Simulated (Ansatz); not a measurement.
`O=C(O)[CH2][GeH3]` + `BS` → `B[S][GeH3]` + `CC(=O)O`  (ligand exchange at a Ge–C bond)

Calculated with Ansatz (gas phase, PBE0-D4/def2-TZVP geometries, no zero-point term in ΔE). CBS: MP2 limit from def2 TZ/QZ plus the TZ coupled-cluster correction, frozen cores. This one scheme is used for every species. Functionals use def2-TZVPP. B3LYP here is the variant with VWN-RPA as its local correlation; programs differ in this. For Ge outer-core shells are correlated without core-valence functions, which leaves a few kJ/mol of doubt a bond. Scalar relativity is left out up to krypton. Each species was taken in one conformer, which may not be the lowest.

`O=C(O)[CH2][GeH3]`:

```xyz
11

O    -2.169    0.381    0.239
C    -1.256   -0.229   -0.250
O    -1.271   -1.572   -0.368
C     0.011    0.361   -0.752
Ge    1.375    0.427    0.679
H    -2.111   -1.868    0.010
H     0.423   -0.228   -1.572
H    -0.176    1.383   -1.075
H     1.697   -0.999    1.147
H     0.841    1.263    1.849
H     2.636    1.081    0.095
```

`BS`:

Z-matrix (Å, degrees):
```
B
S 1 1.765
H 1 1.192 2 115.8
H 1 1.190 2 121.4 3 -180.0
H 2 1.344 1 99.2 3 180.0
```

`B[S][GeH3]`:

Z-matrix (Å, degrees):
```
Ge
S 1 2.241
H 1 1.534 2 106.5
H 1 1.533 2 108.8 3 -119.6
H 1 1.533 2 108.8 3 119.5
B 2 1.769 1 100.9 3 179.8
H 6 1.193 2 116.5 1 180.0
H 6 1.195 2 121.9 1 -0.0
```

`CC(=O)O`:

```xyz
8

C     0.442   -0.736   -0.431
C    -0.001    0.555    0.181
O     0.641    1.567    0.233
O    -1.245    0.461    0.689
H     0.420   -1.527    0.321
H    -0.249   -1.024   -1.225
H     1.447   -0.625   -0.829
H    -1.454    1.329    1.062
```

| level | ΔE (kcal/mol) | difference from CCSD(T)/CBS |
| --- | --- | --- |
| PBE-D4 | -12.8 | -0.7 |
| r2SCAN-D4 | -13.0 | -0.9 |
| B3LYP-D4 | -12.9 | -0.8 |
| ωB97X-V | -12.5 | -0.4 |
| ωB97M-V | -12.5 | -0.4 |
| B2PLYP | -12.8 | -0.7 |
| r2SCAN | -13.1 | -1.0 |
| PBE0 | -13.2 | -1.1 |
| MP2/def2-TZVPP | -12.1 | 0.0 |
| CCSD/def2-TZVPP | -11.8 | 0.3 |
| HF/def2-QZVPP | -14.3 | -2.2 |
| MP2/def2-QZVPP | -12.3 | -0.2 |
| SCS-MP2/def2-QZVPP | -12.5 | -0.4 |
| HF/CBS(def2) | -14.3 | -2.2 |
| MP2/CBS(def2) | -12.4 | -0.3 |
| CCSD/CBS(def2) | -12.1 | 0.0 |
| CCSD(T)/CBS | -12.1 | 0 |

Largest T1 diagnostic among the species: 0.015.

In def2-TZVPP, CCSD(T) changes the Hartree–Fock value by +2.5 kcal/mol (the triples alone add +0.1 kcal/mol) and MP2 by +2.2 kcal/mol.

CCSD(T)/CBS has its own doubt, a few kJ/mol and more with outer-core shells, so smaller differences from it don't rank the levels.
